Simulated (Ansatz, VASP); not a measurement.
**One calculation of Y, two programs**

```xyz
1
Lattice="0.0000 2.5520 2.5520 2.5520 0.0000 2.5520 2.5520 2.5520 0.0000" Properties=species:S:1:pos:R:3 pbc="T T T"
Y     0.0000    0.0000    0.0000
```

This isn't the form of Y at room conditions, which is hcp.

Alike in both runs: functional LDA; k mesh 9 × 9 × 9; occupations gaussian, width 0.1 eV; no spin polarisation.

|  | VASP | Ansatz |
| --- | --- | --- |
| version | VASP 6.6.1 | Ansatz 0.2.0 |
| potentials or method | VASP PAW LDA potentials, release 64 (Y_sv) | Ansatz PAW |
| plane-wave cutoff (eV) | 520 | 420 |
| valence electrons in the cell | 11 | 11 |
| task | single point | density of states |

|  | VASP | Ansatz | Ansatz less VASP |
| --- | --- | --- | --- |
| gap on the k mesh at the Fermi level (eV) | none | none | - |
| pressure (GPa) | -4.5 | -4.4 | +0.10 |

A gap of «none» marks a metal or a gap that the smearing closes.

Caveats: the PAW data sets come from PBE, with cores solved anew for the run's functional, which leaves a small shift of forces and pressure (Ansatz); the density of states is complete only up to the lowest level of the last band computed (Ansatz).
